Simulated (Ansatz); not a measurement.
# Ni3Al: changing the functional

```xyz
4
Lattice="3.5231 0.0000 0.0000 0.0000 3.5231 0.0000 0.0000 0.0000 3.5231" Properties=species:S:1:pos:R:3 pbc="T T T"
Ni    1.7615    1.7615    0.0000
Ni    1.7615    0.0000    1.7615
Ni    0.0000    1.7615    1.7615
Al    0.0000    0.0000    0.0000
```

The cell is a database's computed one, not the measured one.

Kept alike: task band structure; k mesh 8 × 8 × 8; occupations fermi-dirac, width 0.05 eV; collinear spin, ferromagnetic start. Program: Ansatz, all-electron LAPW, scalar-relativistic. The mesh is that of the run's cell of 4 atoms. No spin-orbit coupling.

| run | pressure (GPa) | largest site moment (μB) |
| --- | --- | --- |
| A | 7.30 | 0.26 |
| B | -7.52 | 0.18 |
| C | -0.70 | 0.24 |

Pressure is positive in compression. For a metal such a mesh leaves the last digits unconverged. The runs hold the magnetic state that their start led to, which needn't be the lowest. Site moments count inside each atom's sphere or projector.

**Question.** The runs differ in the functional alone: LDA; PBE; PBEsol. Which run is which?

**Answer.** Run A is PBE; run B is LDA; run C is PBEsol. The pressure runs from -7.52 (LDA) to 7.30 GPa (PBE). From PBE: LDA -14.82; PBEsol -8.00. A positive pressure means that the functional's own cell is larger than the one given, a negative one that it is smaller. The largest site moment runs from 0.18 (LDA) to 0.26 μB (PBE). From PBE: LDA -0.08; PBEsol -0.02.
